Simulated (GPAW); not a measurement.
Crystal: Co.

```
Co
1.0
     2.47200    0.00000    0.00000
    -1.23600    2.14081    0.00000
     0.00000    0.00000    4.02114
Co
2
Direct
  0.66667 0.33333 0.75000
  0.33333 0.66667 0.25000
```

| Quantity | Value |
| --- | --- |
| Program | GPAW 26.7.0 |
| Task | relaxation of cell and atoms |
| Functional | PBEsol |
| Dispersion | D3(BJ) |
| Potentials or basis | PAW data sets generated in the run's folder for this functional |
| Cutoff | 600 eV |
| Basis | pw |
| k mesh | 9 × 9 × 5 |
| Occupations | fermi-dirac, width 0.05 eV |
| Spin | collinear spin, ferromagnetic start |
| Starting moments | [2.0, 2.0] μB |

At the start: pressure -12.3 GPa; volume 10.64 Å³/atom.

How do energy, volume and symmetry change on relaxing?

Over 6 steps the energy falls by 15.8 meV/atom and the volume is 10.12 Å³/atom (-4.8 %); space group P6_3/mmc (No. 194, to 0.05 Å); moment 3.03 μB per cell.

Step by step:
```
step  energy change (eV)  largest force (eV/Å)  pressure (GPa)  volume (Å³)
   1              0.0000                0.0001          -12.26        21.28
   2             -0.0203                0.0000           -8.30        20.91
   3             -0.0309                0.0000            0.66        20.20
   4             -0.0316                0.0000            0.00        20.25
   5             -0.0317                0.0000           -0.06        20.25
   6             -0.0316                0.0000           -0.07        20.25
```

Final structure:
```yaml
crystal:
  lattice:
    - [2.43488, 0.00000, 0.00000]
    - [-1.21744, 2.10867, 0.00000]
    - [0.00000, 0.00000, 3.94381]
  atoms:
    - { symbol: Co, position: [0.66667, 0.33333, 0.75000] }
    - { symbol: Co, position: [0.33333, 0.66667, 0.25000] }
```

Caveat: each step starts from the last one's moments, so a moment once lost doesn't come back; later steps reuse the first step's grids; pairwise dispersion overbinds metals, which lowers pressure and volume.
